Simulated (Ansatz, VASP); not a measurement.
## Ge in VASP and in Ansatz

File INCAR:

```
PREC = Accurate ; ENCUT = 520
EDIFF = 1E-7 ; ISMEAR = -1
SIGMA = 0.05 ; LREAL = F
LASPH = T ; NELM = 80
ALGO = Normal ; ISIF = 2
LWAVE = F ; LCHARG = F
GGA = PS ; NBANDS = 36
```

Contents of KPOINTS:

```
Automatic mesh
0
Gamma
  8 8 3
```

POSCAR

```
Ge
1.0
    3.9956626301      0.0000000000      0.0000000000
   -1.9978313150      3.4603453426      0.0000000000
    0.0000000000      0.0000000000     10.8447818813
Ge
4
Direct
    0.6666666667      0.3333333333      0.4148480000
    0.3333333333      0.6666666667      0.9148480000
    0.0000000000      0.0000000000      0.4774520000
    0.0000000000      0.0000000000      0.9774520000
```

input.yaml

```yaml
crystal:
  lattice:
    - [3.9956626301, 0.0, 0.0]
    - [-1.997831315, 3.4603453426, 0.0]
    - [0.0, 0.0, 10.8447818813]
  atoms:
    - { symbol: Ge, position: [0.6666666667, 0.3333333333, 0.414848] }
    - { symbol: Ge, position: [0.3333333333, 0.6666666667, 0.914848] }
    - { symbol: Ge, position: [0.0, 0.0, 0.477452] }
    - { symbol: Ge, position: [0.0, 0.0, 0.977452] }
hamiltonian:
  xc: pbesol
  pseudopotentials: { kind: paw }
kpoints:
  mp_grid: { grid: [8, 8, 3] }
scf:
  occupations: { method: fermi_dirac, width: 0.05 }
output:
  forces: true
  stress: true
  eigenvalues: true
```

Change from the starting cell: volume scaled by 0.96.

Alike in both runs: task single point; functional PBEsol; k mesh 8 × 8 × 3; occupations fermi-dirac, width 0.05 eV; no spin polarisation.

|  | VASP | Ansatz |
| --- | --- | --- |
| version | VASP 6.6.1 | Ansatz 0.2.0 |
| potentials or method | VASP PAW PBE potentials, release 64 (Ge_d) | Ansatz PAW |
| plane-wave cutoff (eV) | 520 | 420 |
| valence electrons in the cell | 56 | 56 |

|  | VASP | Ansatz | Ansatz less VASP |
| --- | --- | --- | --- |
| gap on the k mesh at the Fermi level (eV) | 0.69 | 0.69 | 0.000 |
| least direct gap on the mesh (eV) | 0.70 | 0.70 | 0.000 |
| pressure (GPa) | -0.5 | -0.4 | +0.06 |
| largest component of the traceless stress (GPa) | 0.09 | 0.11 | +0.023 |
| rms of the force components (eV/Å) | 0.042 | 0.037 | -0.0045 |

Atom by atom the forces differ by 0.004 eV/Å (rms over components). With one functional, cell and mesh, what is left measures potentials, basis and numerics.

Caveats: the PAW data sets were made with another functional, which shifts forces and pressure a little (VASP); an odd mesh through Γ misses points on the zone boundary, where band edges often lie (VASP); odd divisions of the mesh miss points on the zone boundary, where band edges often lie, so the gap on the mesh can be too wide (Ansatz); the PAW data sets come from PBE, with cores solved anew for the run's functional, which leaves a small shift of forces and pressure (Ansatz).
